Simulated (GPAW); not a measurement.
CdS (Hawleyite):

```
Cd S
1.0
     0.00000    2.91650    2.91650
     2.91650    0.00000    2.91650
     2.91650    2.91650    0.00000
Cd S
1 1
Direct
  0.00000 0.00000 0.00000
  0.75000 0.75000 0.75000
```

| Quantity | Value |
| --- | --- |
| Program | GPAW 26.7.0 |
| Task | relaxation of cell and atoms |
| Functional | RPBE |
| Potentials or basis | the program's PAW data sets (release 1.2.1) made for this functional |
| Cutoff | 600 eV |
| Basis | pw |
| k mesh | 8 × 8 × 8 |
| Occupations | fermi-dirac, width 0.05 eV |
| Spin | no spin polarisation |

At the start: pressure 4.8 GPa; volume 24.81 Å³/atom.

**Question.** Where does the relaxation end?

**Answer.** Over 6 steps the energy falls by 30.8 meV/atom and the volume is 27.14 Å³/atom (+9.4 %); space group F-43m (No. 216, to 0.05 Å).

Step by step:
```
step  energy change (eV)  largest force (eV/Å)  pressure (GPa)  volume (Å³)
   1              0.0000                0.0000            4.85        49.62
   2             -0.0158                0.0000            4.09        50.18
   3             -0.0387                0.0000            2.77        51.23
   4             -0.0567                0.0000            1.22        52.66
   5             -0.0615                0.0000           -0.30        54.30
   6             -0.0615                0.0000           -0.29        54.29
```

Final structure:
```cif
data_structure
_symmetry_space_group_name_H-M 'P 1'
_symmetry_Int_Tables_number 1
_cell_length_a 4.2501
_cell_length_b 4.2501
_cell_length_c 4.2501
_cell_angle_alpha 60.000
_cell_angle_beta 60.000
_cell_angle_gamma 60.000
_cell_volume 54.29
loop_
_atom_site_label
_atom_site_type_symbol
_atom_site_fract_x
_atom_site_fract_y
_atom_site_fract_z
_atom_site_occupancy
Cd1 Cd 0.00000 0.00000 0.00000 1
S1 S 0.75000 0.75000 0.75000 1
```

Caveat: later steps reuse the first step's grids.
